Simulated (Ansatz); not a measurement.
Ge, 8 atoms in the cell. It takes space group P6_3/mmc (No. 194, hexagonal). The conventional cell has a = 4.003 Å, b = 4.003 Å, c = 13.157 Å, α = 90.00°, β = 90.00°, γ = 120.00°. Ge (site symmetry 3m) is surrounded by 4 Ge at 2.45 to 2.47 Å. Around Ge (site symmetry 3m) lie 4 Ge at 2.45 Å. This isn't the form of Ge at room conditions, which is diamond.

| Quantity | Value |
| --- | --- |
| Program | Ansatz 0.2.0 |
| Task | band structure |
| Functional | PBEsol |
| Potentials or basis | all-electron LAPW, scalar-relativistic |
| Cutoff | 291 eV (chosen from the basis error) |
| Basis error allowed | 0.002 eV/atom |
| k mesh | 8 × 8 × 2 |
| Occupations | fermi-dirac, width 0.05 eV |
| Spin | no spin polarisation |

Potentials or basis: all-electron LAPW, scalar-relativistic.

Run with:

```console
$ ansatz run input.yaml --threads 4 --pin off --max-ram 12288MiB --backend cpu --events-out ev --progress --plain --runs-dir out
```

Hardware: 4 threads of Intel(R) Xeon(R) Processor @ 2.50GHz (Skylake/Cascade Lake), with other jobs on the host.

Estimate the wall time of this run.

Wall time 70 s on 4 threads of Intel(R) Xeon(R) Processor @ 2.50GHz (Skylake/Cascade Lake), on a shared host, peak memory 1.1 GiB. Counts: scf iterations 7, plane waves 2089, k points 20, bands 106.
